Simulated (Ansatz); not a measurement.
## What a change of settings does to a run on Ga

The cell is a measured one (Crystallography Open Database entry 9012485); the temperature and pressure of the measurement aren't taken into account, and nothing was relaxed. The listed cell was then made from it by scaling, straining or moving an atom.

First run: DFT, PBEsol, all-electron LAPW, scalar-relativistic (Ansatz 0.2.0).

Command: `ansatz run input.yaml --threads 1 --pin off --max-ram 2048MiB --backend cpu --events-out ev --progress --plain --runs-dir out` The run took 95 s on 1 thread of Arm Neoverse V2, on a shared host, peak memory 1.2 GiB.

```yaml
crystal:
  lattice:
    - [1.4304030031, -4.0100608329, 0.0]
    - [1.4304030031, 4.0100608329, 0.0]
    - [0.0, 0.0, 3.1271569102]
  atoms:
    - { symbol: Ga, position: [0.867, 0.133, 0.25] }
    - { symbol: Ga, position: [0.133, 0.867, 0.75] }
kpoints:
  mp_grid: { grid: [15, 15, 13] }
scf:
  occupations: { method: fermi_dirac, width: 0.05 }
hamiltonian:
  xc: pbesol
  pseudopotentials: { kind: all_electron, lapw: { basis_error: 0.00025 } }
output:
  forces: true
  stress: true
  eigenvalues: true
```

Result: converged; pressure 0.26 GPa; largest force 0.218 eV/Å; no gap on the k mesh; 8 SCF iterations.

The input is then changed:

```diff
@@ -11,4 +11,5 @@
 scf:
   occupations: { method: fermi_dirac, width: 0.05 }
+  n_extra_bands: 4
 hamiltonian:
   xc: pbesol
```

(1) Predict the outcome of the changed run.

## Answers

(1) It converged; energy at zero smearing 0.0 meV/atom from the first run; pressure 0.26 GPa; largest force 0.218 eV/Å; no gap on the k mesh; 8 SCF iterations.
